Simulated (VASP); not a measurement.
A run of VASP 6.6.1 is set up as follows.

INCAR

```
SYSTEM = TiO2
PREC = Accurate
ENCUT = 520
EDIFF = 1E-6
ISMEAR = 0
SIGMA = 0.03
LREAL = .FALSE.
LASPH = .TRUE.
NELM = 80
ALGO = Normal
ISIF = 2
LWAVE = .FALSE.
LCHARG = .FALSE.
LDIPOL = .TRUE.
IDIPOL = 3
DIPOL = 0.5 0.5 0.500
GGA = PS
LVHAR = .TRUE.
LVACPOTAV = .TRUE.
ICORELEVEL = 1
KPAR = 4
```

The input KPOINTS:

```
Automatic mesh
0
G
  9 4 1
  0 0 0
```

POSCAR

```
TiO2
1.0
    2.9417410000      0.0000000000      0.0000000000
    0.0000000000      6.4950685300      0.0000000000
    0.0000000000      0.0000000000     20.7893793300
O Ti
8 4
Direct
    0.0000000000      0.0000000000      0.3607611300
    0.5000000000      0.3043250000      0.4218943900
    0.5000000000      0.6956750000      0.4218943900
    0.0000000000      0.0000000000      0.4830276500
    0.0000000000      0.5000000000      0.5169723500
    0.5000000000      0.8043250000      0.5781056100
    0.5000000000      0.1956750000      0.5781056100
    0.0000000000      0.5000000000      0.6392388700
    0.0000000000      0.5000000000      0.4218943900
    0.5000000000      0.0000000000      0.4218943900
    0.0000000000      0.0000000000      0.5781056100
    0.5000000000      0.5000000000      0.5781056100
```

Potentials or basis: VASP PAW PBE potentials, release 64 (O, Ti_sv).

Launch:

```bash
$ cat potpaw_PBE.64/O/POTCAR potpaw_PBE.64/Ti_sv/POTCAR > POTCAR
$ mpirun -np 4 vasp_std > vasp.out
```

(1) What does it give for the ionisation potential of the upper face?

(2) What does it give for the largest force?

(3) Predict the band gap on the k mesh.

## Answers

(1) 7.11 eV.

(2) 4.088 eV/Å.

(3) 1.52 eV, direct.

Caveat: the PAW data sets were made with another functional, which shifts forces and pressure a little.
